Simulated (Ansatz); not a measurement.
An element in the diamond structure gives these cold pressures by all-electron LAPW under PBE (Ansatz 0.2.0, scalar-relativistic, no spin polarisation).

```csv
V (Å³/atom),P (GPa)
38.30,0.00
36.39,1.24
32.56,5.25
28.73,13.02
24.90,28.2
21.07,59.2
17.24,129.6
15.32,198.3
```

Q: Which element is it?

A: In. Its zero-pressure volume in this structure is near 38.3 Å³/atom; the volume and the steepness of P(V) together point to it, though neighbours can come close. Neighbours weren't tried against these numbers.
